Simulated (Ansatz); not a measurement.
Set up this calculation in Ansatz 0.2.0, as the native input.

```yaml
Task: projected density of states
Functional: PBEsol
Dispersion: D4
Potentials_or_basis: Ansatz PAW
Cutoff: "420 eV (not typed: the program's choice for these potentials)"
k_mesh: 11 × 11 × 11
Occupations: gaussian, width 0.02 eV
Spin: collinear spin, random start
Starting_moments: "[2.53, 0.0] μB"
Hubbard_terms: Fe d U = 6.2 eV
Hubbard_projectors: all-electron-atomic
Double_counting: fll (the default)
```

FeO (Wuestite):

```
Fe O
1.0
     1.45546    0.84031    2.41447
    -1.45546    0.84031    2.41447
     0.00000   -1.68062    2.41447
Fe O
1 1
Direct
  0.00000 0.00000 0.00000
  0.50000 0.50000 0.50000
```

The cell isn't the ideal one: volume scaled by 0.88.

One way to write it, as run:

input.yaml

```yaml
crystal:
  lattice:
    - [1.4554617261, 0.8403112194, 2.4144705266]
    - [-1.4554617261, 0.8403112194, 2.4144705266]
    - [0.0, -1.6806224388, 2.4144705266]
  atoms:
    - { symbol: Fe, spin: 2.53, position_ang: [0.0, 0.0, 0.0] }
    - { symbol: O, position_ang: [0.0, 0.0, 3.62170579] }
hamiltonian:
  xc: pbesol
  pseudopotentials: { kind: paw }
  dispersion: d4
  hubbard:
    sites: [{ species: Fe, l: d, u_eff: 6.2 }]
    projectors: all-electron-atomic
magnetization:
  spin_polarized: true
kpoints:
  mp_grid: { grid: [11, 11, 11] }
scf:
  occupations: { method: gaussian, width: 0.02 }
  n_extra_bands: 6
output:
  forces: true
  stress: true
  eigenvalues: true
  dos: { projected: true, de: 0.05, nscf_kmesh: { grid: [17, 17, 17] } }
  write_density: true
  write_potential: true
  elf: true
  volumetric_format: npy
```

Potentials or basis: Ansatz PAW.

The run is started by

```sh
$ ansatz run input.yaml --threads 1 --pin off --max-ram 2560MiB --backend cpu --events-out ev --progress --plain --runs-dir out
```

It gave:

```json
{"Pressure": "41.5 GPa", "Band gap on the k mesh": "1.34 eV, indirect (least direct gap 2.96 eV)", "Net moment": "4.00 μB per cell", "Absolute moment": "4.00 μB per cell", "Site moments": "Fe +3.44; O +0.20 μB"}
```

Caveat: the magnetic or orbital state may not be the lowest; odd divisions of the mesh miss points on the zone boundary, where band edges often lie, so the gap on the mesh can be too wide; the pressure holds a Pulay correction of +0.7 GPa for the finite cutoff; a cell with one magnetic atom can't hold antiferromagnetic order, which such compounds often take; the PAW data sets come from PBE, with cores solved anew for the run's functional, which leaves a small shift of forces and pressure.

Run time: 4.2 min on 1 thread of Arm Neoverse V2, with other jobs on the host, peak memory 1.3 GiB.
